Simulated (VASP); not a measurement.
**Vibrations of SiO2 (Cristobalite): a test of the settings**

Aim: test the modes of SiO2 (Cristobalite) against the numerical settings. The starting structure is a measured crystal structure from the Crystallography Open Database.

Calculated with VASP 6.6.1; Kohn-Sham DFT with plane waves and PAW; LDA.

## 1. The structure

It takes space group P4_12_12 (No. 92, tetragonal). The conventional cell has a = 4.971 Å, b = 4.971 Å, c = 6.928 Å, α = 90.00°, β = 90.00°, γ = 90.00°. Nearest to Si lie 4 O at 1.60 to 1.61 Å. Nearest to O lie 2 Si at 1.60 to 1.61 Å. Farther neighbours and most contacts between anions are not listed.

## 2. Reference modes

The cell comes from a relaxation at this level, not shown (169.44 Å³).

File INCAR:

```
SYSTEM = SiO2
PREC = Accurate
ENCUT = 520
EDIFF = 1E-08
NELM = 100
ISMEAR = 0
SIGMA = 0.03
LREAL = .FALSE.
ALGO = Normal
GGA = CA
NBANDS = 44
LORBIT = 11
LWAVE = .FALSE.
LCHARG = .FALSE.
KPAR = 8
IBRION = 6
NFREE = 2
POTIM = 0.015
NSW = 1
ISIF = 2
```

File POSCAR:

```
SiO2
1.0
    4.9592103833      0.0000000000      0.0000000000
    0.0000000000      4.9592103833      0.0000000000
    0.0000000000      0.0000000000      6.8896484875
Si O
4 8
Direct
    0.8036586020      0.1963413980      0.7500000000
    0.6963413980      0.6963413980      0.5000000000
    0.1963413980      0.8036586020      0.2500000000
    0.3036586020      0.3036586020      0.0000000000
    0.1114163521      0.2377239944      0.8176991839
    0.2622760056      0.6114163521      0.0676991839
    0.8885836479      0.7622760056      0.3176991839
    0.7377239944      0.3885836479      0.5676991839
    0.6114163521      0.2622760056      0.9323008161
    0.7622760056      0.8885836479      0.6823008161
    0.3885836479      0.7377239944      0.4323008161
    0.2377239944      0.1114163521      0.1823008161
```

File KPOINTS:

```
Automatic mesh
0
Gamma
4 4 4
0 0 0
```

PAW data sets: Si and O (LDA family, release 64).

On the command line:

```bash
> mpirun -np 16 vasp_std
```

The program printed:

```text
[banner, memory and clock lines left out]
running   16 mpi-ranks, on    1 nodes
 distrk:  each k-point on    2 cores,    8 groups
 distr:  one band on    1 cores,    2 groups

 POSCAR found type information on POSCAR SiO
 POSCAR found :  2 types and      12 ions
|                                                                             |
|           W    W    AA    RRRRR   N    N  II  N    N   GGGG   !!!           |
|           W    W   A  A   R    R  NN   N  II  NN   N  G    G  !!!           |
|           W    W  A    A  R    R  N N  N  II  N N  N  G       !!!           |
|           W WW W  AAAAAA  RRRRR   N  N N  II  N  N N  G  GGG   !            |
|           WW  WW  A    A  R   R   N   NN  II  N   NN  G    G                |
|           W    W  A    A  R    R  N    N  II  N    N   GGGG   !!!           |
|                                                                             |
|     For optimal performance we recommend to set                             |
|       NCORE = 2 up to number-of-cores-per-socket                            |
|     NCORE specifies how many cores store one orbital (NPAR=cpu/NCORE).      |
|     This setting can greatly improve the performance of VASP for DFT.       |
|     The default, NCORE=1 might be grossly inefficient on modern             |
|     multi-core architectures or massively parallel machines. Do your        |
|     Unfortunately you need to use the default for GW and RPA                |
|     calculations (for HF NCORE is supported but not extensively tested      |
|     yet).                                                                   |
|                                                                             |

 LDA part: xc-table for (Slater(with rela. corr.)+CA(PZ))
 , standard interpolation
 POSCAR, INCAR and KPOINTS ok, starting setup
 FFT: planning ... GRIDC
 FFT: planning ... GRID_SOFT
 FFT: planning ... GRID
 WAVECAR not read
 entering main loop
       N       E                     dE             d eps       ncg     rms          rms(c)
DAV:   1     0.393042304170E+03    0.39304E+03   -0.32895E+04  1584   0.133E+03
DAV:   2    -0.870867395926E+02   -0.48013E+03   -0.46570E+03  2012   0.311E+02
DAV:   3    -0.116896075611E+03   -0.29809E+02   -0.29676E+02  1936   0.828E+01
DAV:   4    -0.117284732957E+03   -0.38866E+00   -0.38799E+00  1992   0.104E+01
DAV:   5    -0.117291611861E+03   -0.68789E-02   -0.68739E-02  1960   0.136E+00    0.301E+01
DAV:   6    -0.104102641562E+03    0.13189E+02   -0.51042E+01  1848   0.326E+01    0.150E+01
DAV:   7    -0.103886736966E+03    0.21590E+00   -0.14203E+00  1864   0.505E+00    0.522E+00
DAV:   8    -0.103767483992E+03    0.11925E+00   -0.76575E-02  1940   0.164E+00    0.200E+00
DAV:   9    -0.103747373426E+03    0.20111E-01   -0.29274E-02  1992   0.103E+00    0.308E-01
DAV:  10    -0.103748370028E+03   -0.99660E-03   -0.33924E-03  1888   0.282E-01    0.114E-01
DAV:  11    -0.103748307195E+03    0.62832E-04   -0.88484E-04  1892   0.154E-01    0.172E-02
DAV:  12    -0.103748310984E+03   -0.37883E-05   -0.22411E-05  1860   0.225E-02    0.100E-02
DAV:  13    -0.103748311876E+03   -0.89259E-06   -0.76780E-06  1840   0.127E-02    0.434E-03
DAV:  14    -0.103748312094E+03   -0.21798E-06   -0.21502E-07  1972   0.242E-03    0.831E-04
DAV:  15    -0.103748312109E+03   -0.15236E-07   -0.14074E-08  1288   0.601E-04    0.466E-04
DAV:  16    -0.103748312108E+03    0.13351E-08   -0.46469E-09  1248   0.371E-04
   1 F= -.10374831E+03 E0= -.10374831E+03  d E =-.710676E-18
[... from here on, the cycles between the ionic steps are left out ...]
   2 F= -.10374311E+03 E0= -.10374311E+03  d E =-.139736E-18
   3 F= -.10374324E+03 E0= -.10374324E+03  d E =-.103637E-17
   4 F= -.10374263E+03 E0= -.10374263E+03  d E =-.834326E-18
   5 F= -.10374263E+03 E0= -.10374263E+03  d E =-.832294E-18
   6 F= -.10374363E+03 E0= -.10374363E+03  d E =-.891108E-18
   7 F= -.10374345E+03 E0= -.10374345E+03  d E =-.299158E-18
   8 F= -.10374755E+03 E0= -.10374755E+03  d E =-.306789E-18
   9 F= -.10374756E+03 E0= -.10374756E+03  d E =-.628950E-18
  10 F= -.10374532E+03 E0= -.10374532E+03  d E =-.165612E-18
 Finite differences progress:
  Degree of freedom:   5/  5
  Displacement:        1/  2
  Total:               9/ 10
 bond charge predicted
       N       E                     dE             d eps       ncg     rms          rms(c)
DAV:   1    -0.103746392304E+03   -0.10753E-02   -0.37511E+00  3168   0.984E+00    0.629E-01
DAV:   2    -0.103746944484E+03   -0.55218E-03   -0.43716E-02  3952   0.110E+00    0.205E-01
DAV:   3    -0.103745550351E+03    0.13941E-02   -0.24762E-03  3976   0.357E-01    0.848E-02
DAV:   4    -0.103745399558E+03    0.15079E-03   -0.12409E-03  3920   0.204E-01    0.485E-02
DAV:   5    -0.103745397091E+03    0.24673E-05   -0.98972E-05  3788   0.552E-02    0.365E-02
DAV:   6    -0.103745392983E+03    0.41076E-05   -0.20310E-05  3992   0.228E-02    0.102E-02
DAV:   7    -0.103745391502E+03    0.14810E-05   -0.35465E-06  4064   0.171E-02    0.456E-03
DAV:   8    -0.103745391454E+03    0.48463E-07   -0.11736E-06  3992   0.719E-03    0.178E-03
DAV:   9    -0.103745391441E+03    0.12378E-07   -0.18628E-07  3968   0.309E-03    0.108E-03
DAV:  10    -0.103745391438E+03    0.30977E-08   -0.72856E-08  3952   0.200E-03
  11 F= -.10374539E+03 E0= -.10374539E+03  d E =-.133605E-17
 Finite differences progress:
  Degree of freedom:   5/  5
  Displacement:        2/  2
  Total:              10/ 10
```

The job ended after 5.8 min (16 MPI ranks of AMD EPYC 7R43, shared host; peak memory 5.6 GiB; 83 min of CPU time).

The logs omit lines about the potential files and the build; timing stands in the text.

(Continued in part 2 of 3.)

[Lines on the potential files, build, host, timing and source positions are cut from VASP's logs without a mark.]

[Logs are printed without paths, hosts, clocks, repeated set-up lines and the standing remarks that a program may print on its own settings, such as how far it seeks lower states.]

[Hosts, paths, dates, database ids (printed as entryN), source tags and the programs' standing remarks are cut or masked in the printed files.]
